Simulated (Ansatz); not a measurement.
**Two Ansatz runs on La**

The cell is COD entry 9008503, as deposited and not checked against the literature; nothing was relaxed. It differs from other determinations. The listed cell was then made from it by scaling, straining or moving an atom.

First run: DFT, PBE, PAW with Ansatz's default frozen-core files, scalar-relativistic (Ansatz 0.2.0).

Command: `ansatz run input.yaml --threads 1 --pin off --max-ram 2048MiB --backend cpu --events-out ev --progress --plain --runs-dir out` The run took 7.4 s on 1 thread of Arm Neoverse V1 (shared host), peak memory 0.42 GiB.

```yaml
crystal:
  lattice:
    - [3.7809952087, 0.0, 0.0]
    - [-1.8904976043, 3.2744379023, 0.0]
    - [0.0, 0.0, 6.1201675643]
  atoms:
    - { symbol: La, position: [0.3333333333, 0.6666666667, 0.25] }
    - { symbol: La, position: [0.6666666667, 0.3333333333, 0.75] }
kpoints:
  mp_grid: { grid: [11, 11, 6] }
scf:
  occupations: { method: fermi_dirac, width: 0.05 }
hamiltonian:
  xc: pbe
  pseudopotentials: { kind: paw }
output:
  forces: true
  stress: true
  eigenvalues: true
  efg: { contact_densities: true }
  write_density: true
  write_potential: true
  elf: true
  volumetric_format: npy
```

Result: converged; pressure -0.19 GPa; no gap on the k mesh; 6 SCF iterations.

No spin–orbit coupling, which matters for the heavy atoms here.

The input is then changed:

```diff
@@ -11,4 +11,6 @@
 scf:
   occupations: { method: fermi_dirac, width: 0.05 }
+  mixing: { algorithm: anderson, beta: 0.7, ndim: 8 }
+  convergence: { dr2_threshold: 1.0e-11 }
 hamiltonian:
   xc: pbe
@@ -19,7 +21,3 @@
   eigenvalues: true
   efg: { contact_densities: true }
-  write_density: true
-  write_potential: true
-  elf: true
-  volumetric_format: npy
```

Predict the outcome of the changed run.

It converged; energy at zero smearing 0.0 meV/atom from the first run; pressure -0.19 GPa; no gap on the k mesh; 9 SCF iterations.

The results part of its log:

```
SCF 1 converged in 9 iterations: F = -12500.148070 eV  dr2 = 3.95e-13
  greatest PAW one-centre occupation: 0.974 electrons in one spin orbital (limit 2), on the La atom at site 1 (counted from 0), in its partial waves of l = 0
SCF converged after 9 iterations
Stability not checked: this state was not tested for a lower state beside it, because the mixer in use, unlike msr1, does not test its closes by its own steps (another_mixer; see scf.mixing.algorithm and scf.lower_state_search)
Free energy (F): -12500.148070 eV
Harris-Foulkes:  -12500.148070 eV  (|F-HF|=0.00e0)
Internal energy: -12500.113091 eV  (E = F + TS)
E sigma→0 (E₀):  -12500.130580 eV
Entropy (-TS):   -0.034979 eV (-17.490 meV/atom)
Fermi energy:    10.770713 eV
--- Per-component energies (eV) ---
  E_band       = -96.559993
  E_kinetic    = 385.065320
  E_local      = -681.934363  (includes V_loc(G=0)·N_el)
  E_nonlocal   = 189.305300
  E_hartree    = 215.501788
  E_xc         = -278.118375
  E_vxc        = -294.409064  (∫ρ·V_xc dr)
  E_paw        = -10831.647819  (= ΣΔE_a)
  E_vpaw       = -125.590770  (= ΣTr[D̂ρ^β])
  E_aug_tail   = -0.000000  (compensation charges beyond the density's cutoff)
  E_ewald      = -1498.284942
  E_smearing   = -0.034979  (= −TS)
  E_closure    = 0.000000  (closes the sum)
  Σ components = -12500.148070   (vs F -12500.148070, Δ=0.00e0)
--- Forces (eV/Å), atoms counted from 1 ---
  atom   1  La    -0.00000000     0.00000000     0.00000000
  atom   2  La     0.00000000    -0.00000000    -0.00000000
  max |Σ_I F_I| component: 1.39e-17 eV/Å
--- Stress (GPa, compression-positive) ---
       -0.095583      -0.000000       0.000000
       -0.000000      -0.095583       0.000000
        0.000000       0.000000      -0.369054
  P = ⅓ Tr σ = -0.1867 GPa (-1.867 kbar)
--- PAW observables at the nuclei: V_zz in 10²¹ V/m², potentials from the cell's mean, atoms counted from 1 ---
  atom   1  La V_zz =    +1.023411   η = 0.0000   by run symmetry: allowed
            electrostatic potential = -9875.620554 V   contact ρ = 2247123.316123 e/Å³
  atom   2  La V_zz =    +1.023411   η = 0.0000   by run symmetry: allowed
            electrostatic potential = -9875.620554 V   contact ρ = 2247123.316123 e/Å³
--- Band table (eV; the first three rows and the last of 64) ---
  k-point 0: bands = ["-22.1074", "-21.9205", "-6.4204", "-5.2924", "-5.2924", "-5.1173", "-5.1173", "-5.0899", "7.5605", "9.0397", "11.8246", "12.0802", "12.0802", "12.2083", "12.2861"]
  k-point 1: bands = ["-22.0952", "-21.9334", "-6.3407", "-5.2808", "-5.2808", "-5.1909", "-5.1293", "-5.1293", "7.7658", "9.0781", "11.7661", "12.0721", "12.0721", "12.0744", "12.1046"]
  k-point 2: bands = ["-22.0617", "-21.9683", "-6.1174", "-5.4563", "-5.2492", "-5.2492", "-5.1617", "-5.1617", "8.2968", "9.1105", "11.4831", "11.6628", "12.0785", "12.0785", "12.0832"]
  k-point 63: bands = ["-21.8845", "-21.8845", "-6.1876", "-6.1876", "-5.8557", "-5.8557", "-5.3277", "-5.3277", "10.0166", "10.0166", "10.6568", "10.6568", "11.6002", "11.6002", "12.2388"]
```
